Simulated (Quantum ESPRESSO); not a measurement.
In in Quantum ESPRESSO: the effect of target pressure

In:

```xyz
1
Lattice="-1.8825 1.8825 1.8825 1.8825 -1.8825 1.8825 1.8825 1.8825 -1.8825" Properties=species:S:1:pos:R:3 pbc="T T T"
In    0.0000    0.0000    0.0000
```

This isn't the form of In at room conditions, which is tetragonal.

Alike in all runs:

| Item | Value |
| --- | --- |
| Program | Quantum ESPRESSO 7.5 |
| Task | relaxation of cell and atoms |
| Functional | PBE |
| Potentials or basis | SSSP 1.3 efficiency PBE |
| Cutoff | 857 eV |
| Density cutoff | 6884 eV |
| k mesh | 10 × 10 × 10 |
| Occupations | fermi-dirac, width 0.05 eV |
| Spin | no spin polarisation |

Each run relaxes the cell or the atoms first.

```csv
target pressure,relaxed volume (Å³/atom)
0 GPa,27.68
2 GPa,?
5 GPa,24.78
10 GPa,23.09
20 GPa,20.97
30 GPa,19.57
```

What does the run with target pressure 2 GPa give?

Relaxed volume 26.28 Å³/atom.

Worked out: In Murnaghan's law V^(-B') rises as a straight line in P. The other rows fit best with B' = 4.6, V0 = 27.68 Å³/atom and B0 = 35 GPa, which gives 26.32 Å³/atom at 2 GPa, against the run's 26.28.

Caveats: the volume moved by over 15 % at a fixed basis, so the end points are rough (some runs).
